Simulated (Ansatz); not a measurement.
# Lattice dynamics of CsH (Fm-3m), part 3 of 3

Wanted: phonon frequencies of CsH (Fm-3m) and what follows from them.

Ansatz 0.2.0; DFT PBEsol, scalar-relativistic, plane waves, PseudoDojo norm-conserving pseudopotentials.

So far. Step 3 (Tight relaxation): The forces vanish by symmetry and the pressure is 0.000 GPa, within the tolerances set. The cell now holds 30.53 Å³/atom. Step 4 (Zone-centre response): Before it was imposed, the acoustic sum rule was missed by 2.1e-5 eV/Å² and the charge sum rule by 3.4e-4 e. Small misses are needed for a sound result but don't prove that mesh and cutoff are converged. The lowest optical mode is real, 402 cm⁻¹. The relaxed cell has a = 6.251 Å (conventional setting).

The database entry behind the starting cell differs from later determinations by our own check (0.1 to 0.3 % short, probably kX units), so it need not match the best structure at ambient conditions.

### Step 5. Phonons on a q mesh (continued)

Tetrahedra on a 20×20×20 mesh, mean over bins of 10 cm-1. Interpolated from a 4×4×4 q mesh. The phonon density of states by wavenumber; read off at these points:

| wavenumber (cm⁻¹) | phonon density of states (1/cm⁻¹/cell) |
| --- | --- |
| 5 | 4.6e-4 |
| 25 | 0.0193 |
| 35 | 0.103 |
| 45 | 0.0776 |
| 65 | 0.0180 |
| 85 | 0 |
| 95 | 0 |
| 115 | 0 |
| 135 | 0 |
| 155 | 0 |
| 175 | 0 |
| 195 | 0 |
| 215 | 0 |
| 235 | 0 |
| 255 | 0 |
| 265 | 0 |
| 285 | 0 |
| 305 | 0 |
| 325 | 0 |
| 345 | 0 |
| 365 | 0 |
| 385 | 0 |
| 405 | 5.6e-4 |
| 425 | 0.00728 |
| 445 | 0.0197 |
| 455 | 0.0227 |
| 475 | 0.0301 |
| 485 | 0.0363 |
| 495 | 0.0302 |
| 515 | 0.0016 |
| 535 | 0.00222 |
| 555 | 0.00357 |
| 575 | 0.00424 |
| 595 | 0.00467 |
| 615 | 0.00521 |
| 625 | 0.00555 |
| 645 | 0.00634 |
| 665 | 0.00748 |
| 685 | 0.0114 |
| 705 | 0 |

The partial phonon density of states has structure finer than the step of the table below, so its rows give means over 25 cm⁻¹, whole bins alone (the curve runs from -10 to 730 cm⁻¹). Peaks (cm⁻¹: height): Cs 41.2: 0.100; H 483.2: 0.0352, 678.7: 0.00987.

Phonopy on the run's constants, 15x15x15 mesh, Gaussian sigma 5.3 cm-1. Interpolated from a 4×4×4 q mesh. The partial phonon density of states by wavenumber; means over each step; values in 1/cm⁻¹/cell:

| wavenumber (cm⁻¹) | Cs | H |
| --- | --- | --- |
| 25 | 0.0364 | 9.2e-5 |
| 50 | 0.0736 | 9.0e-5 |
| 75 | 0.00896 | 6.5e-6 |
| 100 | 0 | 0 |
| 125 | 0 | 0 |
| 150 | 0 | 0 |
| 175 | 0 | 0 |
| 200 | 0 | 0 |
| 225 | 0 | 0 |
| 250 | 0 | 0 |
| 275 | 0 | 0 |
| 300 | 0 | 0 |
| 325 | 0 | 0 |
| 350 | 0 | 0 |
| 375 | 0 | 4.0e-7 |
| 400 | 2.4e-6 | 5.7e-4 |
| 425 | 4.0e-5 | 0.00897 |
| 450 | 6.0e-5 | 0.0208 |
| 475 | 3.5e-5 | 0.0302 |
| 500 | 6.0e-6 | 0.0206 |
| 525 | 0 | 0.00239 |
| 550 | 0 | 0.00301 |
| 575 | 0 | 0.00411 |
| 600 | 0 | 0.00490 |
| 625 | 0 | 0.00562 |
| 650 | 5.6e-6 | 0.00653 |
| 675 | 1.9e-5 | 0.00854 |
| 700 | 8.9e-6 | 0.00358 |

Second derivatives of the energy by pair, one row for each kind of neighbour of each atom listed. Each entry sums the pair over the periodic images of the supercell that the q mesh stands for, and in a polar crystal it holds the long-range dipole part too. Force constants by pair, by row:

| atom | neighbour | distance (Å) | third of the trace (eV/Å²) | along the pair's line (eV/Å²) |
| --- | --- | --- | --- | --- |
| Cs1 | itself | 0 | 1.201 | – |
| Cs1 | H | 3.125 | -0.1539 | -0.2425 |
| Cs1 | Cs | 4.42 | -0.0264 | -0.2005 |
| Cs1 | H | 5.413 | 0.0024 | 0.0676 |
| Cs1 | Cs | 6.251 | -0.0014 | -0.0388 |
| Cs1 | H | 6.989 | 0.0066 | 0.0424 |
| H2 | itself | 0 | 1.019 | – |
| H2 | Cs | 3.125 | -0.1539 | -0.2425 |
| H2 | H | 4.42 | 0.0048 | -0.0958 |
| H2 | Cs | 5.413 | 0.0024 | 0.0676 |
| H2 | H | 6.251 | -0.0428 | -0.132 |
| H2 | Cs | 6.989 | 0.0066 | 0.0424 |

Harmonic thermodynamic functions per atom, from the density of states. Interpolated from a 4×4×4 q mesh. Thermodynamic functions, by row:

| T (K) | F_vib (meV/atom) | S (J/mol-atom/K) | C_V (J/mol-atom/K) |
| --- | --- | --- | --- |
| 0 | 52.44 | 0 | 0 |
| 50 | 50.1 | 10.79 | 10.87 |
| 100 | 42.22 | 18.89 | 12.55 |
| 200 | 17.14 | 28.86 | 16.83 |
| 300 | -16.8 | 36.36 | 20.05 |
| 400 | -57.72 | 42.39 | 21.82 |
| 500 | -104.3 | 47.38 | 22.81 |
| 600 | -155.7 | 51.59 | 23.41 |
| 700 | -211.1 | 55.23 | 23.79 |
| 800 | -270 | 58.43 | 24.05 |
| 900 | -332.1 | 61.27 | 24.23 |
| 1000 | -396.9 | 63.83 | 24.36 |

Harmonic mean-square displacement, third of the trace. Interpolated from a 4×4×4 q mesh. Mean square displacements, by row:

| T (K) | Cs1 U_eq (Å²) | H2 U_eq (Å²) |
| --- | --- | --- |
| 0 | 0.0031 | 0.03363 |
| 100 | 0.0122 | 0.03699 |
| 300 | 0.0358 | 0.0517 |
| 600 | 0.07144 | 0.08561 |

Symmetry leaves 8 wavevectors to solve. The lowest mode among them, the acoustic zeros apart, lies at q = (0, 0.25, 0.25) and is real, 26.2 cm⁻¹.

### Step 6. Isotope substitution

An isotope changes the mass and not the force constants, so no new electronic calculation is needed; the shifts show which modes move this element.

The same force constants with the mass of H changed from 1.008 to 2.014 u (phonopy, no LO-TO term). Both lists are sorted by frequency; levels can cross, so a row need not hold one and the same mode. Modes under 3 cm⁻¹ are left out. Isotope shifts, by row:

| q | rank | natural mass (cm⁻¹) | changed mass (cm⁻¹) |
| --- | --- | --- | --- |
| 0 0 0 | 4 | 402.4 | 285.8 |
| 0 0 0 | 5 | 402.4 | 285.8 |
| 0 0 0 | 6 | 402.4 | 285.8 |
| 0 0 0.25 | 1 | 29.99 | 29.96 |
| 0 0 0.25 | 2 | 29.99 | 29.96 |
| 0 0 0.25 | 3 | 45.46 | 45.38 |
| 0 0 0.25 | 4 | 458.9 | 325 |
| 0 0 0.25 | 5 | 458.9 | 325 |
| 0 0 0.25 | 6 | 694.6 | 492.3 |
| 0 0 -0.5 | 1 | 38.39 | 38.39 |
| 0 0 -0.5 | 2 | 38.39 | 38.39 |
| 0 0 -0.5 | 3 | 64.5 | 64.5 |
| 0 0 -0.5 | 4 | 505.5 | 357.6 |
| 0 0 -0.5 | 5 | 505.5 | 357.6 |
| 0 0 -0.5 | 6 | 698.9 | 494.5 |
| 0 0.25 0.25 | 1 | 26.22 | 26.15 |
| 0 0.25 0.25 | 2 | 26.22 | 26.15 |
| 0 0.25 0.25 | 3 | 54.99 | 54.94 |
| 0 0.25 0.25 | 4 | 424.9 | 301.4 |
| 0 0.25 0.25 | 5 | 424.9 | 301.4 |
| 0 0.25 0.25 | 6 | 637 | 451.1 |

A mode of this element alone would shift by -29.26 %. The highest zone-centre frequency without the field goes from 402.4 to 285.8 cm⁻¹ (-29.0 %). The product of the frequency ratios over all optical modes at Γ is 0.358; the product rule, (m/m′)^(3k/2) (M′/M)^(3/2) with k = 1 such atoms and M the mass of the cell, gives 0.358.

### Step 7. Outcome

* space group after relaxation (within 0.01 Å): Fm-3m
* volume per atom: 30.5 Å³
* gap on the k-mesh: 2.07 eV
* highest optical mode at the zone centre (no LO-TO term): 402 cm⁻¹
* top of the zone-centre spectrum with the field: 690 cm⁻¹
* lowest optical zone-centre mode: 402 cm⁻¹
* mean high-frequency dielectric constant: 3.30
* mean static dielectric constant: 9.68
* largest Born charge (third of the trace): 1.13 e
* lowest mode on the q mesh (acoustic modes at Γ apart): 26.2 cm⁻¹
* highest frequency on the path or at a solved wavevector: 699 cm⁻¹
* zero-point energy per atom: 52.4 meV
* heat capacity at 300 K: 20.1 J/(mol atoms K)
* vibrational entropy at 300 K: 36.4 J/(mol atoms K)
* Debye temperature (second moment): 694 K
* imaginary modes on the 4×4×4 q mesh: none

In words: The structure is a minimum as far as tested: no mode is imaginary at the 8 irreducible wavevectors of the 4×4×4 mesh, and the softest away from the acoustic zeros lies at 26 cm⁻¹. Without the field, the optical modes at Γ form one degenerate level at 402 cm⁻¹. The highest mode in this list at Γ, 402.4 cm⁻¹, is mostly motion of H (99 % of the kinetic energy). With the macroscopic field of the longitudinal modes the top of the zone-centre spectrum lies at 690 cm⁻¹, against 402 cm⁻¹ without it. Lattice motion raises the mean dielectric constant from 3.297 to 9.681. The strongest infrared line is at 402 cm⁻¹. No mode is Raman active to first order. On the path and the mesh, the widest gap between branches runs from 64 to 402 cm⁻¹. Spin-orbit coupling is left out, which can matter for the heavy elements here. These are harmonic frequencies at zero temperature: anharmonic shifts, linewidths and thermal expansion are left out.

[Hosts, paths, dates, database ids (printed as entryN), source tags and the programs' standing remarks are cut or masked in the printed files.]
